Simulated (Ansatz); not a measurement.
Reaction (hydrogenolysis of a C–O bond): `CC(=O)OC1=CC(=O)OC1=O` + H₂ → maleic anhydride + acetic acid

Program: Ansatz. Geometries: PBE0-D4/def2-TZVP. ΔE: electronic, gas phase. CCSD(T)/CBS adds triple-zeta CCSD(T) − MP2 to the extrapolated MP2 energy (def2 sets, frozen cores). This one scheme is used for every species. DFT in def2-TZVPP. One conformer a species, not always the lowest.

| level | ΔE (kcal/mol) |
| --- | --- |
| PBE0-D4 | -23.5 |
| revPBE | -25.4 |
| BLYP | -25.3 |
| PBE0 | -25.7 |
| r2SCANh | -23.5 |
| MP2/def2-SVP | -21.6 |
| CCSD/def2-TZVPP | -25.7 |
| MP2/CBS(def2) | -24.0 |

Question: What does CCSD(T)/CBS give? (Best estimate.)

Answer: Ansatz gave: -24.6 kcal/mol. The listed levels differ from it by 1.1, -0.8, -0.7, -1.1, 1.1, 3.0, -1.1, 0.6 kcal/mol.

Question: What do rigid-rotor, harmonic-oscillator terms from PBE0-D4/def2-TZVP frequencies (298.15 K, 1 bar) make of the CCSD(T)/CBS value? (Best estimate.)

Answer: Ansatz gave: ΔZPE = +6.3 kcal/mol, ΔH = -19.8 kcal/mol, ΔS = 48 J/(mol·K), ΔG = -23.2 kcal/mol.

Largest T1 diagnostic among the species: 0.017.

From PBE to PBE0 (25 % exact exchange), in def2-TZVPP and without D4, ΔE moves by −1.7 kcal/mol. The D4 term adds +3.7 kcal/mol with B3LYP and +2.2 kcal/mol with PBE0; it sums over pairs of atoms, weighted by their polarisabilities, and B3LYP, whose exchange is more repulsive, gets the larger term.

B3LYP here is the variant with VWN-RPA as its local correlation; programs differ in this.

CCSD(T)/CBS has its own doubt, a few kJ/mol and more with outer-core shells, so smaller differences from it don't rank the levels.
